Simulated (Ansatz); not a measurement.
Input of an Ansatz 0.2.0 run:

Contents of input.yaml:

```yaml
crystal:
  lattice:
    - [-2.5065, 2.5065, 2.5065]
    - [2.5065, -2.5065, 2.5065]
    - [2.5065, 2.5065, -2.5065]
  atoms:
    - { symbol: Ba, position: [0.0, 0.0, 0.0] }
hamiltonian:
  xc: r2scan
  pseudopotentials: { kind: paw }
kpoints:
  mp_grid: { grid: [8, 8, 8] }
scf:
  occupations: { method: fermi_dirac, width: 0.05 }
output:
  forces: true
  stress: true
  eigenvalues: true
relax:
  f_tol: 0.01
  max_steps: 40
  cell: { stress_tol: 0.05, p_target: 2.0 }
```

Potentials or basis: Ansatz PAW.

Launch:

```sh
$ ansatz run input.yaml --threads 2 --pin off --max-ram 5632MiB --backend cpu --events-out ev --progress --plain --runs-dir out
```

(1) Estimate the space group after relaxing (to 0.05 Å).

(2) Estimate the band gap on the k mesh.

(3) Predict the relaxed cell.

(4) What does it give for the relaxed volume?

## Answers

(1) Im-3m (No. 229).

(2) none (metal or under the smearing width).

(3) a = 4.132 Å, b = 4.132 Å, c = 4.132 Å, α = 109.47°, β = 109.47°, γ = 109.47°.

(4) 54.29 Å³/atom.

Caveat: the PAW data sets come from PBE, with cores solved anew for the run's functional, which leaves a small shift of forces and pressure.
